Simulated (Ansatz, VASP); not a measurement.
# One calculation of Si, two programs

```
Si
1.0
    -1.52706    1.52706    1.52706
     1.52706   -1.52706    1.52706
     1.52706    1.52706   -1.52706
Si
1
Cartesian
  0.0000 0.0000 0.0000
```

Alike in both runs: functional PBEsol; k mesh 20 × 20 × 20; occupations gaussian, width 0.1 eV; no spin polarisation.

Ansatz relaxed the structure, and its values are those at the end. VASP's run is a single point on that final structure, the one shown.

|  | VASP | Ansatz |
| --- | --- | --- |
| version | VASP 6.6.1 | Ansatz 0.2.0 |
| potentials or method | VASP PAW PBE potentials, release 64 (Si) | scalar-relativistic, plane waves, PAW |
| plane-wave cutoff (eV) | 520 | 420 |
| valence electrons in the cell | 4 | 4 |

Ansatz gave:

```
gap on the k mesh at the Fermi level (eV) : none
pressure (GPa)                            : 0.0
```

Problem. Which values does VASP return?

Solution. gap on the k mesh at the Fermi level (eV): none; pressure (GPa): 0.2.

A gap of «none» marks a metal or a gap that the smearing closes.

Caveats: the PAW data sets were made with another functional, which shifts forces and pressure a little (VASP).
